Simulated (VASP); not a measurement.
Here is a VASP 6.6.1 calculation.

Contents of INCAR:

```
SYSTEM = GeSe
PREC = Accurate ; ENCUT = 600
EDIFF = 1E-6 ; ISMEAR = 0
SIGMA = 0.03 ; LREAL = .False.
LASPH = .True. ; NELM = 80
ALGO = Normal ; ISIF = 3
LWAVE = .False. ; LCHARG = .False.
IBRION = 2 ; NSW = 90
EDIFFG = -0.01 ; KPAR = 2
```

Contents of KPOINTS:

```
regular mesh
0
Gamma
  4 8 6
  0 0 0
```

Contents of POSCAR:

```
GeSe
1.0
   10.7900000000      0.0000000000      0.0000000000
    0.0000000000      3.8200000000      0.0000000000
    0.0000000000      0.0000000000      4.3800000000
Ge Se
4 4
Direct
    0.1210000000      0.7500000000      0.8940000000
    0.6210000000      0.7500000000      0.6060000000
    0.3790000000      0.2500000000      0.3940000000
    0.8790000000      0.2500000000      0.1060000000
    0.8520000000      0.7500000000      0.4970000000
    0.3520000000      0.7500000000      0.0030000000
    0.6480000000      0.2500000000      0.9970000000
    0.1480000000      0.2500000000      0.5030000000
```

Potentials or basis: VASP PAW LDA potentials, release 64 (Ge_d, Se).

Launch:

```console
$ cat potpaw_LDA.64/Ge_d/POTCAR potpaw_LDA.64/Se/POTCAR > POTCAR
$ mpirun -np 2 vasp_std > vasp.out
```

(1) Predict the band gap on the k mesh.

(2) Predict the relaxed cell.

(3) Predict the space group after relaxing (to 0.05 Å).

(4) Estimate the relaxed volume.

Answers

(1) 0.28 eV, indirect (least direct gap 0.71 eV).

(2) a = 10.607 Å, b = 3.832 Å, c = 4.206 Å, α = 90.00°, β = 90.00°, γ = 90.00°.

(3) Pnma (No. 62).

(4) 21.37 Å³/atom.
